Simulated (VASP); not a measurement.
Here is a VASP 6.6.1 calculation.

File INCAR:

```
ALGO     = Normal         # electronic algorithm
EDIFF    = 1E-6           # SCF threshold, eV
ENCUT    = 520            # plane-wave cutoff, eV
GGA      = PE             # functional
ISIF     = 2              # what is computed and relaxed
ISMEAR   = 0              # smearing method
LASPH    = True           # aspherical terms in the spheres
LCHARG   = False          # write CHGCAR
LREAL    = False          # projectors in reciprocal space
LWAVE    = False          # write WAVECAR
NELM     = 80             # most SCF steps
PREC     = Accurate       # precision mode
SIGMA    = 0.02           # smearing width, eV
```

File KPOINTS:

```
k-points
0
Gamma
  3 3 3
```

File POSCAR:

```
TiSe2
1.0
    3.5360000000      0.0000000000      0.0000000000
   -1.7680000000      3.0622658278      0.0000000000
    0.0000000000      0.0000000000      6.0040000000
Ti Se
1 2
Direct
    0.0000000000      0.0000000000      0.0000000000
    0.3333333333      0.6666666667      0.2552000000
    0.6666666667      0.3333333333      0.7448000000
```

Potentials or basis: VASP PAW PBE potentials, release 64 (Ti_sv, Se).

Command:

```sh
$ cat potpaw_PBE.64/Ti_sv/POTCAR potpaw_PBE.64/Se/POTCAR > POTCAR
$ mpirun -np 1 vasp_std > vasp.out
```

**Question.** Predict the band gap on the k mesh.

**Answer.** None (metal or under the smearing width).

**Question.** Estimate the pressure.

**Answer.** 1.7 GPa.

**Question.** What does it give for the largest force?

**Answer.** 0.146 eV/Å.

Stress tensor (GPa, compression positive):
```
0.12 0.00 0.00
0.00 0.12 0.00
0.00 0.00 4.96
```

Caveat: the k mesh is coarse (spacing up to 0.68 Å⁻¹), so the values aren't converged; this functional lacks dispersion, which binds the layers, so the pressure and a relaxed spacing across them are unreliable.
